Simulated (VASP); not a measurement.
# Si (P6/mmm) in VASP: settings compared, part 2 of 2

VASP 6.6.1.

**3. Single point, PBE**

INCAR reads:

```
SYSTEM = Si
  ALGO = Normal
  EDIFF = 1E-7
  ENCUT = 520
  GGA = PE
  ISIF = 2
  ISMEAR = 0
  LASPH = .TRUE.
  LCHARG = .FALSE.
  LREAL = .FALSE.
  LWAVE = .FALSE.
  NELM = 60
  PREC = Accurate
  SIGMA = 0.015
```

KPOINTS reads:

```
k-points
0
G
  8 8 10
  0 0 0
```

POSCAR reads:

```
Si
1.0
    4.1209500000      0.0000000000      0.0000000000
   -2.0604700000      3.5688500000      0.0000000000
    0.0000000000      0.0000000000      2.6547900000
Si
2
Direct
    0.3333300000      0.6666700000      0.5000000000
    0.6666700000      0.3333300000      0.5000000000
```

Potentials or basis: VASP PAW PBE potentials, release 64 (Si).

Run with:

```console
$ cat potpaw_PBE.64/Si/POTCAR > POTCAR
$ mpirun -np 1 vasp_std > vasp.out
```

OUTCAR:

```text
SYSTEM = Si
   EDIFF = 1E-7
   ENCUT = 520
   GGA = PE
   ISIF = 2
   ISMEAR = 0
   LASPH = .TRUE.
   LREAL = .FALSE.
   NELM = 60
   PREC = Accurate

 ion  position               nearest neighbor table
   1  0.333  0.667  0.500-   2 2.38   2 2.38   2 2.38
   2  0.667  0.333  0.500-   1 2.38   1 2.38   1 2.38

  LATTYP: Found a hexagonal cell.
 ALAT       =     4.1209500000
 C/A-ratio  =     0.6442179595

  Lattice vectors:

 A1 = (   4.1209500000,   0.0000000000,   0.0000000000)
 A2 = (  -2.0604700000,   3.5688500000,   0.0000000000)
 A3 = (   0.0000000000,   0.0000000000,   2.6547900000)

Analysis of symmetry for initial positions (statically):
=====================================================================
 Subroutine PRICEL returns:
 Original cell was already a primitive cell.

 Routine SETGRP: Setting up the symmetry group for a
 hexagonal supercell.

 Subroutine GETGRP returns: Found  8 space group operations
 (whereof  8 operations were pure point group operations)
 out of a pool of 24 trial point group operations.

The static configuration has the point symmetry D_2h.

Analysis of symmetry for dynamics (positions and initial velocities):
[... 168 lines left out ...]
  band No.  band energies     occupation
      1      -6.1377      2.00000
      2       3.3069      2.00000
      3       3.3072      2.00000
      4       3.4301      2.00000
      5       7.4332      0.00000
      6       7.4336      0.00000
      7      11.7499      0.00000
      8      12.5466      0.00000
[... 243 lines left out ...]
 k-point    24 :      -0.1250    0.1250    0.1000
  band No.  band energies     occupation
      1      -5.7850      2.00000
      2       1.6693      2.00000
      3       3.2290      2.00000
      4       5.1714      2.00000
      5       7.5840      0.00000
      6       8.1832      0.00000
      7       9.9068      0.00000
      8      13.3243      0.00000

 [... further k-points ...]

------------------------ aborting loop because EDIFF is reached ----------------------------------------

  FORCE on cell =-STRESS in cart. coord.  units (eV):
  Direction    XX          YY          ZZ          XY          YZ          ZX
  --------------------------------------------------------------------------------------
  -------------------------------------------------------------------------------------
  Total        0.0507829      0.0515250     -0.1231343      0.0006427      0.0000000      0.0000000
  in kB        2.0838784      2.1143311     -5.0528191      0.0263732      0.0000000      0.0000000
  external PRESSURE =      -0.2848699 kB  Pullay stress =       0.0000000 kB

 VOLUME and BASIS-vectors are now :
 -----------------------------------------------------------------------------
  energy-cutoff  :      520.00
  volume of cell :       39.04
      direct lattice vectors                 reciprocal lattice vectors
     4.120950000  0.000000000  0.000000000     0.242662493  0.140100813  0.000000000
    -2.060470000  3.568850000  0.000000000     0.000000000  0.280202306  0.000000000
     0.000000000  0.000000000  2.654790000     0.000000000  0.000000000  0.376677628

 POSITION                                       TOTAL-FORCE (eV/Angst)
 -----------------------------------------------------------------------------------
     -0.00002      2.37925      1.32740         0.000384     -0.000222      0.000000
      2.06050      1.18960      1.32740        -0.000384      0.000222      0.000000
 -----------------------------------------------------------------------------------
    total drift:                                0.000000     -0.000000     -0.000000

  FREE ENERGIE OF THE ION-ELECTRON SYSTEM (eV)
  ---------------------------------------------------
  free  energy   TOTEN  =       -10.0826081800 eV

  energy  without entropy=      -10.0824814686  energy(sigma->0) =      -10.08254482
```

OSZICAR:

```text
N       E                     dE             d eps       ncg     rms          rms(c)
DAV:   1     0.938386716364E+01    0.93839E+01   -0.35225E+03  2016   0.818E+02
DAV:   2    -0.988502092492E+01   -0.19269E+02   -0.18431E+02  2952   0.842E+01
DAV:   3    -0.101778118290E+02   -0.29279E+00   -0.29026E+00  2776   0.128E+01
DAV:   4    -0.101791242591E+02   -0.13124E-02   -0.13124E-02  3112   0.909E-01
DAV:   5    -0.101791279345E+02   -0.36754E-05   -0.36756E-05  2824   0.317E-02    0.415E+00
DAV:   6    -0.101155779302E+02    0.63550E-01   -0.32930E-02  2376   0.956E-01    0.247E+00
DAV:   7    -0.100818092458E+02    0.33769E-01   -0.70500E-02  2248   0.147E+00    0.138E-01
DAV:   8    -0.100825206113E+02   -0.71137E-03   -0.25753E-03  2664   0.371E-01    0.487E-02
DAV:   9    -0.100825838549E+02   -0.63244E-04   -0.88120E-05  3032   0.709E-02    0.414E-02
DAV:  10    -0.100826082380E+02   -0.24383E-04   -0.38851E-05  2584   0.412E-02    0.898E-03
DAV:  11    -0.100826079099E+02    0.32814E-06   -0.24112E-07  2896   0.380E-03    0.318E-03
DAV:  12    -0.100826081842E+02   -0.27436E-06   -0.60641E-07  2520   0.543E-03    0.481E-04
DAV:  13    -0.100826081800E+02    0.41857E-08   -0.16902E-09  1768   0.356E-04
   1 F= -.10082608E+02 E0= -.10082545E+02  d E =-.126711E-03
```

It took 23 s on 1 thread of Intel Xeon Platinum 8488C (Sapphire Rapids), shared host; peak memory 0.16 GiB.

Results:

* Free energy: -10.0826 eV
* Pressure: 0.0 GPa
* Band gap on the k mesh: none (metal or under the smearing width)

Levels at points of the mesh, in eV from the Fermi level:
```
           k point  band 1  band 2  band 3  band 4  band 5  band 6  band 7  band 8
(0.00, 0.00, 0.00)  -12.27   -2.82   -2.82   -2.70    1.30    1.30    5.62    6.42
(0.50, 0.00, 0.00)  -10.44   -8.75   -4.00   -1.25    6.21    7.09    7.18    7.86
(0.50, 0.50, 0.00)  -10.44   -8.75   -4.00   -1.25    6.21    7.09    7.18    7.85
(0.00, 0.00, 0.50)   -8.37   -5.84   -0.13   -0.13    1.26    3.21    4.34    4.34
(0.50, 0.00, 0.50)   -6.53   -4.95   -4.20   -2.55   -1.16    2.94    3.95    5.12
(0.50, 0.50, 0.50)   -6.53   -4.95   -4.20   -2.55   -1.16    2.94    3.95    5.12
```

**4. Relaxation of cell and atoms, PBEsol0**

POSCAR is that of step 3.

INCAR.step1 reads:

```
PREC     = Accurate       # precision mode
ENCUT    = 600            # plane-wave cutoff, eV
EDIFF    = 1E-5           # SCF threshold, eV
ISMEAR   = -1             # smearing method
SIGMA    = 0.05           # smearing width, eV
LREAL    = False          # projectors in reciprocal space
LASPH    = True           # aspherical terms in the spheres
NELM     = 100            # most SCF steps
ALGO     = Normal         # electronic algorithm
LWAVE    = True           # write WAVECAR
LCHARG   = False          # write CHGCAR
GGA      = PE             # functional
```

INCAR.step2 reads:

```
PREC     = Accurate       # precision mode
ENCUT    = 600            # plane-wave cutoff, eV
EDIFF    = 1E-6           # SCF threshold, eV
ISMEAR   = -1             # smearing method
SIGMA    = 0.05           # smearing width, eV
LREAL    = False          # projectors in reciprocal space
LASPH    = True           # aspherical terms in the spheres
NELM     = 100            # most SCF steps
ALGO     = Normal         # electronic algorithm
ISIF     = 3              # what is computed and relaxed
LWAVE    = False          # write WAVECAR
LCHARG   = False          # write CHGCAR
GGA      = PS             # functional
LHFCALC  = True           # exact exchange
AEXX     = 0.25           # exact-exchange fraction
PRECFOCK = Normal       
HFRCUT   = -1           
IBRION   = 2              # ionic algorithm
NSW      = 40             # ionic steps
EDIFFG   = -0.01          # ionic threshold
ISTART   = 1
```

KPOINTS reads:

```
Automatic mesh
0
Gamma
  4 4 5
```

Run with:

```console
$ cat potpaw_PBE.64/Si/POTCAR > POTCAR
$ cp INCAR.step1 INCAR
$ mpirun -np 1 vasp_std > vasp.out
$ cp INCAR.step2 INCAR
$ mpirun -np 1 vasp_std > vasp.out
```

It took 17 min on 1 thread of Intel Xeon Platinum 8488C (Sapphire Rapids), shared host; peak memory 0.18 GiB.

The run converged. Its results:

```yaml
Free_energy: -13.2588 eV
Relaxed_volume: 18.48 Å³/atom
Relaxed_cell: a = 4.107 Å, b = 4.107 Å, c = 2.530 Å, α = 90.00°, β = 90.00°, γ = 120.00°
Space_group_after_relaxing_to_0.05_Å: P6/mmm (No. 191)
Energy_gained_by_relaxing: 40.7 meV/atom
Ionic_steps: 8
Pressure_after_relaxing: 0.0 GPa
Band_gap_on_the_k_mesh: none (metal or under the smearing width)
```

The path:
| step | energy change (eV) | largest force (eV/Å) | pressure (GPa) | volume (Å³) |
| --- | --- | --- | --- | --- |
| 1 | 0.0000 | 0.0006 | -4.45 | 39.04 |
| 2 | -0.0400 | 0.0004 | 2.84 | 35.98 |
| 3 | -0.0809 | 0.0000 | -0.64 | 37.18 |
| 4 | -0.0809 | 0.0000 | -0.56 | 37.15 |
| 5 | -0.0812 | 0.0001 | 0.45 | 36.77 |
| 6 | -0.0815 | 0.0000 | 0.07 | 36.92 |
| 7 | -0.0815 | 0.0000 | 0.05 | 36.92 |
| 8 | -0.0815 | 0.0000 | -0.03 | 36.95 |

Final structure:
```xyz
2
Lattice="4.1071 0.0000 0.0000 -2.0536 3.5569 0.0000 0.0000 0.0000 2.5296" Properties=species:S:1:pos:R:3 pbc="T T T"
Si    0.0000    2.3713    1.2648
Si    2.0536    1.1856    1.2648
```

Levels at points of the mesh, in eV from the Fermi level:
```csv
k point,band 2,band 3,band 4,band 5,band 6,band 7
"(0.00, 0.00, 0.00)",-3.90,-3.90,-3.77,1.79,1.79,6.28
"(0.50, 0.00, 0.00)",-10.78,-5.23,-1.90,7.29,8.13,8.33
"(0.50, 0.50, 0.00)",-10.78,-5.23,-1.90,7.29,8.13,8.33
```

Caveat: the k mesh is coarse (spacing up to 0.47 Å⁻¹), so the values aren't converged, least of all with exact exchange; the PAW data sets were made with another functional, which shifts forces and pressure a little.

**5. Relaxation of cell and atoms, MS2**

INCAR reads:

```
SYSTEM = Si
PREC = Accurate
ENCUT = 600
EDIFF = 1E-6
ISMEAR = 0
SIGMA = 0.05
LREAL = .False.
LASPH = .True.
NELM = 80
ALGO = Normal
ISIF = 3
LWAVE = .False.
LCHARG = .False.
METAGGA = MS2
LMIXTAU = .True.
IBRION = 2
NSW = 60
EDIFFG = -0.02
```

KPOINTS reads:

```
Automatic mesh
0
Gamma
  8 8 10
  0 0 0
```

POSCAR is that of step 4.

Run with:

```console
$ cat potpaw_PBE.64/Si/POTCAR > POTCAR
$ mpirun -np 1 vasp_std > vasp.out
```

It took 7.3 min on 1 thread of AMD EPYC 9R45 (Zen 5), shared host; peak memory 0.17 GiB.

It converged, with:

- Free energy: -18.4248 eV
- Relaxed volume: 18.95 Å³/atom
- Relaxed cell: a = 4.073 Å, b = 4.073 Å, c = 2.638 Å, α = 90.00°, β = 90.00°, γ = 120.00°
- Space group after relaxing (to 0.05 Å): P6/mmm (No. 191)
- Energy gained by relaxing: 5.5 meV/atom
- Ionic steps: 5
- Pressure after relaxing: 0.0 GPa
- Band gap on the k mesh: none (metal or under the smearing width)

Stress tensor (GPa, compression positive):
```
-0.10  0.00  0.00
 0.00 -0.10  0.00
 0.00  0.00  0.15
```

The path:
| step | energy change (eV) | largest force (eV/Å) | pressure (GPa) | volume (Å³) |
| --- | --- | --- | --- | --- |
| 1 | 0.0000 | 0.0005 | -2.69 | 39.04 |
| 2 | -0.0062 | 0.0004 | 1.87 | 37.22 |
| 3 | -0.0110 | 0.0000 | -0.05 | 37.93 |
| 4 | -0.0110 | 0.0000 | -0.12 | 37.95 |
| 5 | -0.0110 | 0.0001 | -0.02 | 37.90 |

Final structure:
```xyz
2
Lattice="4.0729 0.0001 0.0000 -2.0364 3.5273 0.0000 0.0000 0.0000 2.6381" Properties=species:S:1:pos:R:3 pbc="T T T"
Si    0.0000    2.3515    1.3191
Si    2.0365    1.1758    1.3191
```

Levels at points of the mesh, in eV from the Fermi level:
```
           k point  band 1  band 2  band 3  band 4  band 5  band 6  band 7  band 8
(0.00, 0.00, 0.00)  -13.08   -3.37   -3.37   -2.57    1.36    1.36    5.35    6.84
(0.50, 0.00, 0.00)  -11.14   -9.36   -4.53   -1.35    6.31    6.92    7.80    8.20
(0.50, 0.50, 0.00)  -11.14   -9.36   -4.53   -1.35    6.31    6.92    7.80    8.20
(0.00, 0.00, 0.50)   -9.07   -6.26   -0.65   -0.65    1.23    4.23    4.59    4.59
(0.50, 0.00, 0.50)   -7.10   -5.45   -4.53   -2.80   -1.64    3.19    3.97    4.99
(0.50, 0.50, 0.50)   -7.10   -5.45   -4.53   -2.80   -1.64    3.19    3.97    4.99
```

Caveat: the PAW data sets were made with another functional, which shifts forces and pressure a little.

**6. The runs side by side**

```csv
task,level,cell,k mesh,cutoff (eV),smearing,grid for exact exchange (PRECFOCK),exchange at q = 0,mesh quality,gap on the mesh (eV),pressure (GPa),relaxed volume (Å³/atom)
relaxation of cell and atoms,B3LYP,relaxed,4 × 4 × 5,600,fermi-dirac 0.05 eV,Fast,truncated,coarse,none,0.0,19.62
single point,PBE,as given,8 × 8 × 10,520,gaussian 0.015 eV,-,-,not flagged,none,0.0,-
relaxation of cell and atoms,PBEsol0,relaxed,4 × 4 × 5,600,fermi-dirac 0.05 eV,Normal,truncated,coarse,none,0.0,18.48
relaxation of cell and atoms,MS2,relaxed,8 × 8 × 10,600,gaussian 0.05 eV,-,-,not flagged,none,0.0,18.95
```

Alike in all rows: potentials or basis VASP PAW PBE potentials, release 64 (Si); no spin polarisation.

Caveats: some runs use coarse meshes; the PAW data sets were made with another functional, which shifts forces and pressure a little (some runs).

Total energies depend on the potentials used, so only differences within one code and one set of settings carry meaning.
